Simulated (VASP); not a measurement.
Computed with PBE GGA, VASP's PBE PAW potentials (set 64) (plane waves; VASP).

A VASP calculation is set up with these files.

**POSCAR**
```
CsI
1
    4.5700000000     0.0000000000     0.0000000000
    0.0000000000     4.5700000000     0.0000000000
    0.0000000000     0.0000000000     4.5700000000
Cs I
1 1
Direct
  0.0000000000   0.0000000000   0.0000000000
  0.5000000000   0.5000000000   0.5000000000
```

### KPOINTS
```
Regular mesh
0
G
 5 5 5
0 0 0
```

### INCAR
```
ALGO = Normal
EDIFF = 1E-6
EDIFFG = -0.01
ENCUT = 520
GGA = PE
IBRION = 2
ISIF = 3
ISMEAR = 0
LASPH = .TRUE.
LCHARG = .FALSE.
LMAXMIX = 4
LREAL = .FALSE.
LWAVE = .FALSE.
NELM = 100
NSW = 60
PREC = Accurate
SIGMA = 0.05
SYSTEM = CsI
```

POTCAR, in this order: Cs_sv I (PBE.64 set). Program: vasp_std.

What VASP printed:

File OSZICAR:
```
       N       E                     dE             d eps       ncg     rms          rms(c)
DAV:   1     0.920553315808E+02    0.92055E+02   -0.61850E+03   240   0.110E+03
DAV:   2     0.148594576379E+01   -0.90569E+02   -0.85569E+02   344   0.166E+02
DAV:   3    -0.547779527124E+01   -0.69637E+01   -0.69528E+01   316   0.533E+01
DAV:   4    -0.556655744896E+01   -0.88762E-01   -0.88750E-01   272   0.758E+00
DAV:   5    -0.556785709941E+01   -0.12997E-02   -0.12996E-02   316   0.949E-01    0.160E+00
DAV:   6    -0.544878649464E+01    0.11907E+00   -0.16077E-01   264   0.192E+00    0.122E+00
DAV:   7    -0.542409917855E+01    0.24687E-01   -0.13819E-01   272   0.183E+00    0.593E-01
DAV:   8    -0.542747051846E+01   -0.33713E-02   -0.96193E-03   268   0.642E-01    0.848E-02
DAV:   9    -0.542785030347E+01   -0.37979E-03   -0.86880E-04   268   0.202E-01    0.752E-02
DAV:  10    -0.542794350975E+01   -0.93206E-04   -0.13211E-04   284   0.809E-02    0.133E-02
DAV:  11    -0.542794143494E+01    0.20748E-05   -0.37078E-05   264   0.314E-02    0.544E-03
DAV:  12    -0.542794187979E+01   -0.44485E-06   -0.37380E-06   276   0.140E-02
   1 F= -.54279419E+01 E0= -.54279419E+01  d E =-.542794E+01
       N       E                     dE             d eps       ncg     rms          rms(c)
DAV:   1    -0.553212941871E+01   -0.10419E+00   -0.17299E+00   240   0.750E+00    0.138E+00
DAV:   2    -0.545963020894E+01    0.72499E-01   -0.99158E-02   244   0.183E+00    0.589E-01
DAV:   3    -0.543903273789E+01    0.20597E-01   -0.64958E-02   240   0.140E+00    0.337E-01
DAV:   4    -0.543897419789E+01    0.58540E-04   -0.69234E-04   264   0.185E-01    0.297E-01
DAV:   5    -0.543884566351E+01    0.12853E-03   -0.61497E-04   268   0.151E-01    0.297E-02
DAV:   6    -0.543882709568E+01    0.18568E-04   -0.64459E-05   264   0.468E-02    0.281E-02
DAV:   7    -0.543882061400E+01    0.64817E-05   -0.11260E-05   276   0.231E-02    0.486E-02
DAV:   8    -0.543882253545E+01   -0.19214E-05   -0.17228E-06   236   0.844E-03    0.766E-03
DAV:   9    -0.543882417847E+01   -0.16430E-05   -0.49088E-07   136   0.440E-03    0.102E-02
DAV:  10    -0.543882341820E+01    0.76027E-06   -0.95938E-08   132   0.240E-03
   2 F= -.54388234E+01 E0= -.54388234E+01  d E =-.108815E-01
       N       E                     dE             d eps       ncg     rms          rms(c)
DAV:   1    -0.556913042703E+01   -0.13031E+00   -0.23438E+00   240   0.867E+00    0.160E+00
DAV:   2    -0.547024099740E+01    0.98889E-01   -0.13691E-01   244   0.214E+00    0.683E-01
DAV:   3    -0.544245350906E+01    0.27787E-01   -0.87947E-02   240   0.162E+00    0.390E-01
DAV:   4    -0.544236585609E+01    0.87653E-04   -0.92971E-04   264   0.213E-01    0.346E-01
DAV:   5    -0.544218222152E+01    0.18363E-03   -0.86181E-04   268   0.178E-01    0.352E-02
DAV:   6    -0.544215738162E+01    0.24840E-04   -0.95085E-05   264   0.554E-02    0.348E-02
DAV:   7    -0.544214998372E+01    0.73979E-05   -0.14874E-05   272   0.266E-02    0.586E-02
DAV:   8    -0.544215223600E+01   -0.22523E-05   -0.19923E-06   220   0.943E-03    0.113E-02
DAV:   9    -0.544215439528E+01   -0.21593E-05   -0.66548E-07   128   0.523E-03    0.124E-02
DAV:  10    -0.544215359933E+01    0.79595E-06   -0.11484E-07   120   0.267E-03
   3 F= -.54421536E+01 E0= -.54421536E+01  d E =-.142117E-01
       N       E                     dE             d eps       ncg     rms          rms(c)
DAV:   1    -0.544468431250E+01   -0.25299E-02   -0.45203E-02   240   0.122E+00    0.225E-01
DAV:   2    -0.544277645090E+01    0.19079E-02   -0.26141E-03   244   0.295E-01    0.946E-02
DAV:   3    -0.544224855278E+01    0.52790E-03   -0.16789E-03   240   0.223E-01    0.549E-02
DAV:   4    -0.544224844108E+01    0.11170E-06   -0.19243E-05   264   0.307E-02    0.449E-02
DAV:   5    -0.544224802888E+01    0.41220E-06   -0.15305E-05   268   0.236E-02    0.454E-03
DAV:   6    -0.544224856628E+01   -0.53740E-06   -0.14268E-06   144   0.720E-03
   4 F= -.54422486E+01 E0= -.54422486E+01  d E =-.143067E-01
```

**OUTCAR**
```
------------------------ aborting loop because EDIFF is reached ----------------------------------------
  FORCE on cell =-STRESS in cart. coord.  units (eV):
  Direction    XX          YY          ZZ          XY          YZ          ZX
  --------------------------------------------------------------------------------------
  Total       -0.0025507     -0.0025507     -0.0025507      0.0000000      0.0000000      0.0000000
  in kB       -0.0401021     -0.0401021     -0.0401021      0.0000000      0.0000000      0.0000000
  external PRESSURE =      -0.0401021 kB  Pullay stress =       0.0000000 kB
  volume of cell :      101.91
      direct lattice vectors                 reciprocal lattice vectors
     4.670924700 -0.000000000 -0.000000000     0.214090371 -0.000000000 -0.000000000
     0.000000000  4.670924700  0.000000000     0.000000000  0.214090371 -0.000000000
     0.000000000  0.000000000  4.670924700     0.000000000 -0.000000000  0.214090371
 POSITION                                       TOTAL-FORCE (eV/Angst)
 -----------------------------------------------------------------------------------
      0.00000      0.00000      0.00000        -0.000000      0.000000      0.000000
      2.33546      2.33546      2.33546         0.000000     -0.000000      0.000000
 -----------------------------------------------------------------------------------
    total drift:                               -0.000000      0.000000      0.000000
  FREE ENERGIE OF THE ION-ELECTRON SYSTEM (eV)
  ---------------------------------------------------
  free  energy   TOTEN  =        -5.4422485663 eV

  energy  without entropy=       -5.4422485663  energy(sigma->0) =       -5.44224857

 reached required accuracy - stopping structural energy minimisation
```
(Selected blocks of OUTCAR.)

File CONTCAR:
```
CsI
   1.00000000000000
     4.6709246997215459   -0.0000000000000000   -0.0000000000000000
     0.0000000000000000    4.6709246997215459    0.0000000000000000
     0.0000000000000000    0.0000000000000000    4.6709246997215459
  Cs              I
     1     1
Direct
     0.0000000000000000    0.0000000000000000    0.0000000000000000
     0.5000000000000000    0.5000000000000000    0.5000000000000000
```

Energy and stress use the plane-wave basis of the starting cell.

The compound is CsI in the CsCl type structure. This run relaxes it. Symmetry was kept, so distortions that lower it aren't found.
